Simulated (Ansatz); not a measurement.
The system is Mg.

```
CELL_PARAMETERS angstrom
3.05030 0.00000 0.00000
-1.52515 2.64164 0.00000
0.00000 0.00000 3.04484
ATOMIC_POSITIONS crystal
Mg 0.00000 0.00000 0.00000
```

This isn't the form of Mg at room conditions, which is hcp.

Base run:

```yaml
Program: Ansatz 0.2.0
Functional: RPBE
Potentials_or_basis: all-electron LAPW, scalar-relativistic
Cutoff: 121 eV (chosen from the basis error)
Basis_error_allowed: 0.001 eV/atom
k_mesh: 10 × 10 × 9
Occupations: gaussian, width 0.05 eV
Spin: no spin polarisation
```

Its results: band gap on the k mesh none (metal or under the smearing width); pressure 2.2 GPa.

Question: The run is repeated on the same cell with these changes: functional from RPBE to LDA. What comes out?

Answer: Band gap on the k mesh none (metal or under the smearing width); pressure -0.6 GPa.

LDA binds more tightly than RPBE, so the same cell stands under less pressure.
